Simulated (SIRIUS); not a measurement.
## BP under changes of volume

One of the cells (11.915 Å³/atom); the others are scaled copies at fixed shape and fractional positions:

```
P B
1.0
     0.00000    2.28403    2.28403
     2.28403    0.00000    2.28403
     2.28403    2.28403    0.00000
P B
1 1
Direct
  0.75000 0.75000 0.75000
  0.00000 0.00000 0.00000
```

- Program: SIRIUS 7.12.0
- Functional: PBEsol
- Potentials or basis: PseudoDojo 0.4.1 PBEsol standard (scalar relativistic)
- Cutoff: 1054 eV
- Density cutoff: 4214 eV
- k mesh: 10 × 10 × 10
- Occupations: fermi-dirac, width 0.05 eV
- Spin: no spin polarisation

```csv
volume (Å³/atom),energy over the lowest point (meV/atom),pressure (GPa),gap on the mesh (eV)
10.981,15.49,9.3,1.06
11.214,4.88,5.2,1.09
11.448,0.00,1.5,1.11
11.915,5.35,-5.0,1.16
12.149,14.66,-7.8,1.19
12.383,?,?,?
```

Problem. What does the run at 12.383 Å³/atom give?

Solution. Energy over the lowest point 27.87 meV/atom; pressure -10.3 GPa; gap on the mesh 1.21 eV.

Worked out: A Birch-Murnaghan fit of order 3 (a polynomial in V^(-2/3)) to the other rows has its minimum at 11.55 Å³/atom with B0 = V·E''(V) = 169 GPa and B' = 4.0. It gives 27.83 meV/atom at 12.383 Å³/atom, against the run's 27.87, and -dE/dV = -10.3 GPa, against -10.3. A straight line through the other rows of the gap, of slope 1.25 eV per unit of ln V, extrapolates to 1.21 eV, against the run's 1.21.

Energies are extrapolated to zero smearing.

A mesh can miss the band edges.
